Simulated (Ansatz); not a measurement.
# GaSb (F-43m) in Ansatz: single point with PBE

Aim: the single point of GaSb with PBE.

All numbers are computed with Ansatz 0.2.0; they aren't measurements. Logs are shortened: lines on timing, memory, paths and dates and some standing lists are left out, and cuts for length are marked.

**What was measured.**

A printed reference work, data compilation reports, for a bulk crystal of GaSb at 4.2 K: band gap 0.811 eV (direct).

The results are compared with them further down.

### 1 Starting point

The structure is cubic, space group F-43m (No. 216). The conventional cell has a = 6.118 Å, b = 6.118 Å, c = 6.118 Å, α = 90.00°, β = 90.00°, γ = 90.00°. Around Sb (site symmetry -43m) lie 4 Ga at 2.65 Å. Around Ga (site symmetry -43m) lie 4 Sb at 2.65 Å.

### 2 Single point, PBE

input.yaml reads:

```yaml
crystal:
  lattice:
    - [0.0, 3.059, 3.059]
    - [3.059, 0.0, 3.059]
    - [3.059, 3.059, 0.0]
  atoms:
    - { symbol: Sb, position: [0.75, 0.75, 0.75] }
    - { symbol: Ga, position: [0.0, 0.0, 0.0] }
hamiltonian:
  xc: pbe
  pseudopotentials: { kind: paw }
kpoints:
  mp_grid: { grid: [8, 8, 8] }
scf:
  occupations: { method: gaussian, width: 0.024 }
output:
  forces: true
  stress: true
  eigenvalues: true
```

Potentials or basis: Ansatz PAW.

Launch:

```
$ ansatz run input.yaml --threads 2 --pin off --max-ram 5632MiB --backend cpu --events-out ev --progress --plain --runs-dir out
```

What it wrote:

```text
Warning: RAYON_NUM_THREADS=2 ignored (pool sized by the plan → 2); use --threads N
Engine: ansatz 0.2.0, x86_64-unknown-linux-gnu
Pseudopotentials: kind: paw
Pseudopotential: Sb, paw, valence charge 15, recommended cutoff 420 eV (normal), Sb.paw.azcp
Pseudopotential: Ga, paw, valence charge 13, recommended cutoff 420 eV (normal), Ga.paw.azcp
Functional definition: PBE
  parameter kappa = 0.804
  parameter beta = 0.06672455060314922
  exchange = pbe_x(kappa = kappa, mu = beta*pi^2/3)
  correlation = pbe_c(beta = beta)
Crystal: 2 atoms, lattice volume = 57.249 Å³
Basis set: ecut = 420 eV, 1139 PW (Γ), exchange–correlation on 60×60×60 points (8 copies of the dense FFT grid, shifted against one another)
Bands: 18, of which v1, the nominal top of the filled ones, is band 14 counted from 1 (13 counted from 0)
Symmetry: 24 space group operations
Space group: F-43m (ITA 216), of the structure as read, at distance tolerance 3.9e-5 Å
k-points: 29 of 512 (time reversal used)
Non-local potential: Sb, projectors of the file, l = 0: 2, l = 1: 2, l = 2: 2, l = 3: 2
Non-local potential: Ga, projectors of the file, l = 0: 2, l = 1: 2, l = 2: 3, l = 3: 1
PAW form: soft (Blöchl's): semilocal exchange-correlation on the pseudo side does not see the compensation charge
PAW one-centre angular grid: Sb, 590 points (default); XC on 64 Gauss nodes
PAW one-centre angular grid: Ga, 590 points (default); XC on 64 Gauss nodes
Initial density: superposition of atomic densities (neutral atoms: chi_scale 0, normalization atom), corrected by the library's trained network
Initial wavefunctions: pseudopotential atomic-orbital guess
Functional: x = pbe(κ = 0.804, μ = 0.2195149727645171), c = pbe(β = 0.06672455060314922)
SCF iter   1: F=—  HF=-10267.815482 eV  |F-HF|=—  |Δ(HF+E_count)|=         —  Δρ=1.32e-3  dr2=1.57e-3  ethr=1.77e-3  ⟨swp⟩=6.2  Hψ=2699  notcnv=0
preconditioner: auto → none  [insulator: Δε(μ)=0.029 eV  Ē_g=14.585 eV  σ=0.024 eV  W_gap=0.57  n_scr=14 (ndim 8)  ℏωp=20.8 eV  f_vac=0.091  D(μ)=0.21/eV (n_scr^D=0)  ε∞_Penn≈3.0]
SCF iter   2: F=—  HF=-10267.814142 eV  |F-HF|=—  |Δ(HF+E_count)|=   1.34e-3  Δρ=6.04e-4  dr2=2.43e-4  ethr=5.61e-6  ⟨swp⟩=2.0  Hψ=1131  notcnv=0
SCF iter   3: F=—  HF=-10267.814147 eV  |F-HF|=—  |Δ(HF+E_count)|=   5.31e-6  Δρ=2.74e-4  dr2=4.19e-5  ethr=8.66e-7  ⟨swp⟩=2.0  Hψ=784  notcnv=0
SCF iter   4: F=—  HF=-10267.814167 eV  |F-HF|=—  |Δ(HF+E_count)|=   2.02e-5  Δρ=8.77e-5  dr2=3.19e-6  ethr=1.49e-7  ⟨swp⟩=2.0  Hψ=784  notcnv=0
SCF iter   5: F=—  HF=-10267.814174 eV  |F-HF|=—  |Δ(HF+E_count)|=   6.70e-6  Δρ=5.40e-5  dr2=1.18e-6  ethr=1.14e-8  ⟨swp⟩=2.0  Hψ=929  notcnv=0
SCF iter   6: F=-10267.814174 eV  HF=-10267.814174 eV  |F-HF|=4.10e-8  |Δ(HF+E_count)|=   4.13e-7  Δρ=1.81e-5  dr2=8.28e-8  ethr=3.57e-10  ⟨swp⟩=4.2  Hψ=2523  notcnv=0
SCF 1 converged in 6 iterations: F = -10267.814174 eV  dr2 = 8.28e-8
SCF converged after 6 iterations
Free energy (F): -10267.814174 eV
Harris-Foulkes:  -10267.814174 eV  (|F-HF|=4.10e-8)
Internal energy: -10267.814120 eV  (E = F + TS)
E sigma→0 (E₀):  -10267.814147 eV
Entropy (-TS):   -0.000054 eV (-0.027 meV/atom)
Fermi energy:    7.732449 eV
--- Per-component energies (eV) ---
  E_band       = -260.916398
  E_kinetic    = 323.164165
  E_local      = -3913.757755  (includes V_loc(G=0)·N_el)
  E_nonlocal   = 787.191955
  E_hartree    = 1801.722672
  E_xc         = -207.419167
  E_vxc        = -154.099607  (∫ρ·V_xc dr)
  E_paw        = -6564.796754  (= ΣΔE_a)
  E_vpaw       = -906.879042  (= ΣTr[D̂ρ^β])
  E_aug_tail   = -0.000096  (compensation charges beyond the density's cutoff)
  E_ewald      = -2493.919138
  E_smearing   = -0.000054  (= −TS)
  E_closure    = -0.000000  (closes the sum)
  Σ components = -10267.814174   (vs F -10267.814174, Δ=0.00e0)
--- Forces (eV/Å), atoms counted from 1 ---
  atom   1  Sb     0.00000000    -0.00000000    -0.00000000
  atom   2  Ga    -0.00000000     0.00000000     0.00000000
  max |Σ_I F_I| component: 8.10e-18 eV/Å
--- Stress (GPa, compression-positive) ---
        2.304698       0.000000      -0.000000
       -0.000000       2.304698       0.000000
       -0.000000       0.000000       2.304698
  P = ⅓ Tr σ = 2.3047 GPa (23.047 kbar)
--- Band table (eV; the first three rows and the last of 29) ---
  k-point 0: bands = ["-21.0496", "-21.0496", "-21.0496", "-21.0303", "-21.0303", "-7.2910", "-7.2910", "-7.2910", "-7.2417", "-7.2417", "-3.7677", "7.7096", "7.7096", "7.7096", "7.7430", "10.4966", "10.4966", "10.4966"]
  k-point 1: bands = ["-21.0495", "-21.0492", "-21.0492", "-21.0302", "-21.0302", "-7.2953", "-7.2891", "-7.2891", "-7.2419", "-7.2419", "-3.6076", "5.7032", "7.4572", "7.4572", "8.7424", "10.8428", "10.8428", "11.1423"]
  k-point 2: bands = ["-21.0493", "-21.0482", "-21.0482", "-21.0299", "-21.0299", "-7.3055", "-7.2849", "-7.2849", "-7.2423", "-7.2423", "-3.1520", "3.6886", "7.0098", "7.0098", "8.5204", "11.3613", "11.3613", "12.9171"]
  k-point 28: bands = ["-21.0489", "-21.0473", "-21.0436", "-21.0307", "-21.0283", "-7.3312", "-7.2725", "-7.2678", "-7.2476", "-7.2424", "-1.2753", "1.0443", "4.3678", "4.5891", "11.3979", "12.0452", "12.1288", "12.4819"]
```

It took 1.4 s on 2 threads of Intel Xeon at 2.70GHz, shared host; peak memory 0.37 GiB.

Results:

- Free energy: -10267.8142 eV
- Pressure: 2.3 GPa
- Band gap on the k mesh: 0.03 eV, direct

Caveat: spin-orbit coupling is left out, which moves the levels of the heavy elements.

### 3 How close it comes

Step 2. Measured gap of GaSb: 0.811 eV (direct; 4.2 K; a printed reference work, data compilation). This calculation gives 0.03 eV (-0.78 eV). Spin-orbit coupling on Ga, Sb is left out. The value is that of PBE on a finite k mesh, which can miss the band edges, without temperature or zero-point motion. Semilocal functionals fall short of measured gaps as a rule.
